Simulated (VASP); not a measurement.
A run of VASP 6.6.1 is set up as follows.

POSCAR

```
ZnO
1.0
    3.2493080000      0.0000000000      0.0000000000
   -1.6246540000      2.8139832727      0.0000000000
    0.0000000000      0.0000000000      5.2057090000
Zn O
2 2
Direct
    0.6666666667      0.3333333333      0.0000000000
    0.3333333333      0.6666666667      0.5000000000
    0.3333333333      0.6666666667      0.8790100000
    0.6666666667      0.3333333333      0.3790100000
```

The input INCAR.step1:

```
PREC     = Accurate       # precision mode
ENCUT    = 520            # plane-wave cutoff, eV
EDIFF    = 1E-5           # SCF threshold, eV
ISMEAR   = 0              # smearing method
SIGMA    = 0.02           # smearing width, eV
LREAL    = F              # projectors in reciprocal space
LASPH    = T              # aspherical terms in the spheres
NELM     = 60             # most SCF steps
ALGO     = Normal         # electronic algorithm
ISIF     = 2              # what is computed and relaxed
LWAVE    = T              # write WAVECAR
LCHARG   = F              # write CHGCAR
GGA      = PE             # functional
```

File INCAR.step2:

```
PREC     = Accurate       # precision mode
ENCUT    = 520            # plane-wave cutoff, eV
EDIFF    = 1E-6           # SCF threshold, eV
ISMEAR   = 0              # smearing method
SIGMA    = 0.02           # smearing width, eV
LREAL    = F              # projectors in reciprocal space
LASPH    = T              # aspherical terms in the spheres
NELM     = 60             # most SCF steps
ALGO     = Normal         # electronic algorithm
ISIF     = 2              # what is computed and relaxed
LWAVE    = F              # write WAVECAR
LCHARG   = F              # write CHGCAR
METAGGA  = MBJ            # meta-GGA
ISTART   = 1
```

KPOINTS

```
regular mesh
0
Gamma
  10 10 6
```

File KPOINTS_OPT:

```
path GMKGALHA,LM,KH
10
line-mode
reciprocal
 0.0000000000  0.0000000000  0.0000000000  G
 0.5000000000  0.0000000000  0.0000000000  M

 0.5000000000  0.0000000000  0.0000000000  M
 0.3333333333  0.3333333333  0.0000000000  K

 0.3333333333  0.3333333333  0.0000000000  K
 0.0000000000  0.0000000000  0.0000000000  G

 0.0000000000  0.0000000000  0.0000000000  G
 0.0000000000  0.0000000000  0.5000000000  A

 0.0000000000  0.0000000000  0.5000000000  A
 0.5000000000  0.0000000000  0.5000000000  L

 0.5000000000  0.0000000000  0.5000000000  L
 0.3333333333  0.3333333333  0.5000000000  H

 0.3333333333  0.3333333333  0.5000000000  H
 0.0000000000  0.0000000000  0.5000000000  A

 0.5000000000  0.0000000000  0.5000000000  L
 0.5000000000  0.0000000000  0.0000000000  M

 0.3333333333  0.3333333333  0.0000000000  K
 0.3333333333  0.3333333333  0.5000000000  H
```

Potentials or basis: VASP PAW PBE potentials, release 64 (Zn, O).

Launch:

```console
$ cat potpaw_PBE.64/Zn/POTCAR potpaw_PBE.64/O/POTCAR > POTCAR
$ cp INCAR.step1 INCAR
$ mpirun -np 1 vasp_std > vasp.out
$ cp INCAR.step2 INCAR
$ mpirun -np 1 vasp_std > vasp.out
```

Problem. Estimate the band gap on the k mesh.

Solution. 2.58 eV, direct.

Problem. Estimate the band gap along the path.

Solution. 2.58 eV, direct.

Levels at the corners of the path, in eV from the valence-band top:
| point | band 14 | band 15 | band 16 | band 17 | band 18 | band 19 | band 20 | band 21 | band 22 |
| --- | --- | --- | --- | --- | --- | --- | --- | --- | --- |
| Γ | -0.73 | -0.73 | -0.08 | 0.00 | 0.00 | 2.58 | 7.23 | 9.97 | 14.81 |
| M | -3.01 | -2.40 | -2.05 | -1.05 | -0.75 | 7.59 | 8.54 | 9.39 | 10.56 |
| M | -3.01 | -2.40 | -2.05 | -1.05 | -0.75 | 7.59 | 8.54 | 9.39 | 10.56 |
| K | -2.99 | -2.99 | -1.62 | -1.62 | -1.44 | 9.47 | 9.57 | 9.57 | 9.74 |
| K | -2.99 | -2.99 | -1.62 | -1.62 | -1.44 | 9.47 | 9.57 | 9.57 | 9.74 |
| Γ | -0.73 | -0.73 | -0.08 | 0.00 | 0.00 | 2.58 | 7.23 | 9.97 | 14.82 |
| Γ | -0.73 | -0.73 | -0.08 | 0.00 | 0.00 | 2.58 | 7.23 | 9.97 | 14.81 |
| A | -1.79 | -0.36 | -0.36 | -0.36 | -0.36 | 5.04 | 5.04 | 12.12 | 12.12 |
| A | -1.79 | -0.36 | -0.36 | -0.36 | -0.36 | 5.04 | 5.04 | 12.12 | 12.12 |
| L | -3.10 | -1.35 | -1.35 | -1.21 | -1.21 | 7.55 | 7.55 | 10.33 | 10.33 |
| L | -3.10 | -1.35 | -1.35 | -1.21 | -1.21 | 7.55 | 7.55 | 10.33 | 10.33 |
| H | -3.07 | -2.23 | -2.23 | -1.13 | -1.13 | 9.67 | 9.67 | 9.91 | 9.91 |
| H | -3.07 | -2.23 | -2.23 | -1.13 | -1.13 | 9.67 | 9.67 | 9.91 | 9.91 |
| A | -1.79 | -0.36 | -0.36 | -0.36 | -0.36 | 5.04 | 5.04 | 12.12 | 12.12 |
| L | -3.10 | -1.35 | -1.35 | -1.21 | -1.21 | 7.55 | 7.55 | 10.33 | 10.33 |
| M | -3.01 | -2.40 | -2.05 | -1.05 | -0.75 | 7.59 | 8.54 | 9.39 | 10.56 |
| K | -2.99 | -2.99 | -1.62 | -1.62 | -1.44 | 9.47 | 9.57 | 9.57 | 9.74 |
| H | -3.07 | -2.23 | -2.23 | -1.13 | -1.13 | 9.67 | 9.67 | 9.91 | 9.91 |

**Measured values to compare with.**

From “Electronic structure of alkaline earth and post-transition metal oxides”, 2009, arxiv:0908.1581, for a bulk crystal of ZnO: band gap 3.37 eV.

Against the measured gap of ZnO, 3.37 eV (quoted in “Electronic structure of alkaline earth and post-transition metal oxides”, 2009, arxiv:0908.1581), the calculated 2.58 eV is off by -0.79 eV. The value is that of TB-mBJ, without temperature or zero-point motion.
